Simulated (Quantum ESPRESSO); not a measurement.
# MgO in Quantum ESPRESSO: the effect of functional

The system is MgO.

```xyz
2
Lattice="0.0000 2.0970 2.0970 2.0970 0.0000 2.0970 2.0970 2.0970 0.0000" Properties=species:S:1:pos:R:3 pbc="T T T"
Mg    0.0000    0.0000    0.0000
O     2.0970    2.0970    2.0970
```

The cell is a database's computed one.

Alike in all runs:

```yaml
Program: Quantum ESPRESSO 7.5
Task: band structure
Potentials_or_basis: SG15 PBE 1.2
Cutoff: 1197 eV
Density_cutoff: 4789 eV
k_mesh: 11 × 11 × 11
Occupations: fermi-dirac, width 0.05 eV
Spin: no spin polarisation
```

```tsv
functional	dispersion	gap on the mesh (eV)	pressure (GPa)
LDA	-	4.57	-3.5
PBEsol	-	4.74	3.5
PBE	-	4.89	7.1
RPBE	-	5.07	12.4
AM05	-	4.76	4.6
revPBE	-	5.05	11.7
rPW86PBE	rVV10	4.90	6.1
rev-vdW-DF2	-	?	?
```

Task: What does the run with functional rev-vdW-DF2 give?

Result: gap on the mesh 4.92 eV; pressure 3.5 GPa.

Caveats: the potentials were made for another functional, which shifts forces and pressure (some runs).

